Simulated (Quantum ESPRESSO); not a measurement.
MnS: phonon spectrum and thermodynamics under several settings

```
Mn S
1.0
     0.00000    2.60450    2.60450
     2.60450    0.00000    2.60450
     2.60450    2.60450    0.00000
Mn S
1 1
Direct
  0.00000 0.00000 0.00000
  0.50000 0.50000 0.50000
```

All runs used Quantum ESPRESSO 7.5; k mesh 10 × 10 × 10; relaxed cell; collinear spin, ferromagnetic start; cutoff 612 eV; occupations cold, width 0.2 eV; q mesh 2 × 2 × 2.

```tsv
level	potentials	volume (Å³/atom)	highest frequency (cm⁻¹)	zero-point energy (meV/atom)	entropy at room temperature (k_B/atom)
PBE	GBRV 1.5 PBE	16.66	275	32.1	3.87
PBEsol	GBRV 1.5 PBEsol	?	?	?	?
```

What stands in the row left open?

Volume 15.09 Å³/atom; highest frequency 308 cm⁻¹; zero-point energy 34.2 meV/atom; entropy at room temperature 3.81 k_B/atom.

Caveats: a cell with one magnetic atom can't hold antiferromagnetic order, which such compounds often take.

For the row left open. Caveat: the q mesh is small, so phonon branches between its points and thermal values are rough; a cell with one magnetic atom can't hold antiferromagnetic order, which such compounds often take.
